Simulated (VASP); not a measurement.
A run of VASP 6.6.1 is set up as follows.

Contents of INCAR:

```
PREC = Accurate
ENCUT = 520
EDIFF = 1E-6
ISMEAR = 0
SIGMA = 0.018000000000000002
LREAL = False
LASPH = True
NELM = 100
ALGO = Fast
ISIF = 2
LWAVE = False
LCHARG = False
GGA = PE
NBANDS = 26
```

The input KPOINTS:

```
regular mesh
0
Gamma
  8 8 5
```

File POSCAR:

```
ZnS
1.0
    3.8110000000      0.0000000000      0.0000000000
   -1.9055000000      3.3004228138      0.0000000000
    0.0000000000      0.0000000000      6.2340000000
Zn S
2 2
Direct
    0.6666666667      0.3333333333      0.5000000000
    0.3333333333      0.6666666667      0.0000000000
    0.6666666667      0.3333333333      0.8850000000
    0.3333333333      0.6666666667      0.3850000000
```

Potentials or basis: VASP PAW PBE potentials, release 64 (Zn, S).

Launch:

```sh
$ cat potpaw_PBE.64/Zn/POTCAR potpaw_PBE.64/S/POTCAR > POTCAR
$ mpirun -np 1 vasp_std > vasp.out
```

Estimate the largest force.

0.323 eV/Å.

What does it give for the band gap on the k mesh?

2.25 eV, direct.

Forces on the atoms (eV/Å):
```
Zn   0.000  0.000  0.323
Zn   0.000  0.000  0.323
S    0.000  0.000 -0.323
S    0.000  0.000 -0.323
```

**Measured values to compare with.**

A printed reference work, monograph reports, for a bulk crystal of ZnS at 4 K: band gap 3.911 eV (direct).

Against the measured gap of ZnS, 3.911 eV (direct; 4 K; a printed reference work, monograph), the calculated 2.25 eV is off by -1.66 eV. The value is that of PBE, without temperature or zero-point motion. Semilocal functionals fall short of measured gaps as a rule.
